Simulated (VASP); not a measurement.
CsBr (CsCl type): the lattice constant a from VASP (plane waves, PAW) at several levels of theory. Static lattice.

| level | lattice constant a (Å) |
|---|---|
| LDA | 4.148 |
| PBE | 4.395 |
| PBEsol | 4.249 |
| PBE-D4 | 4.329 |
| SCAN | 4.309 |
| r2SCAN | 4.329 |
| r2SCAN+rVV10 | 4.272 |
| HSE06 | 4.361 |

The cell of the LDA run:

```cif
data_BrCs
_chemical_formula_sum 'Cs1 Br1'
_space_group_name_H-M_alt 'P 1'
_space_group_IT_number 1
_cell_length_a 4.14783
_cell_length_b 4.14783
_cell_length_c 4.14783
_cell_angle_alpha 90.000
_cell_angle_beta 90.000
_cell_angle_gamma 90.000
loop_
_space_group_symop_operation_xyz
  'x, y, z'
loop_
_atom_site_label
_atom_site_type_symbol
_atom_site_fract_x
_atom_site_fract_y
_atom_site_fract_z
_atom_site_occupancy
Cs1 Cs 0.00000 0.00000 0.00000 1
Br1 Br 0.50000 0.50000 0.50000 1
```

Only levels that ran to the end are used. Left out are those held back, those with too coarse a band path, GW runs whose mesh misses a band edge, hybrids' fits of cells that aren't cubic and levels without matching references; a question may draw on a part of the rest.

The compound is CsBr in the CsCl type structure.
